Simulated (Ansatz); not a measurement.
# CuO in Ansatz: the effect of strain

CuO:

```xyz
4
Lattice="0.0000 -2.1166 -2.0319 -2.1166 0.0000 -2.0319 2.1166 2.1166 -4.0638" Properties=species:S:1:pos:R:3 pbc="T T T"
Cu    0.0233   -0.0336   -3.9762
Cu    0.0233    2.0829   -6.0081
O    -0.0233    0.0336   -6.1833
O    -0.0233    0.0336   -2.1195
```

The cell comes from a database or a generator and needn't be the stable form of this composition.

The cell isn't the ideal one: all O atoms moved 0.2 Å in one direction.

Alike in all runs:

| Item | Value |
| --- | --- |
| Program | Ansatz 0.2.0 |
| Task | relaxation of the atoms |
| Functional | PBE |
| Potentials or basis | Ansatz PAW |
| Cutoff | 420 eV (not typed: the program's choice for these potentials) |
| k mesh | 9 × 9 × 5 |
| Occupations | fermi-dirac, width 0.05 eV |
| Spin | no spin polarisation |
| Kind of strain | uniaxial |

Each run relaxes the cell or the atoms first.

```csv
strain,pressure (GPa)
-0.04,10.1
-0.02,5.4
-0.01,3.3
0,?
0.01,-0.4
0.02,-2.0
0.04,-4.8
```

Question: What does the run with strain 0 give?

Answer: Pressure 1.4 GPa.

Worked out: A parabola through the other rows of the pressure, of slope -186 GPa per unit of strain there, gives 1.4 GPa, against the run's 1.4.

Caveats: the run has no spin polarisation, though such a crystal can be magnetic; the thresholds are loose for stress.
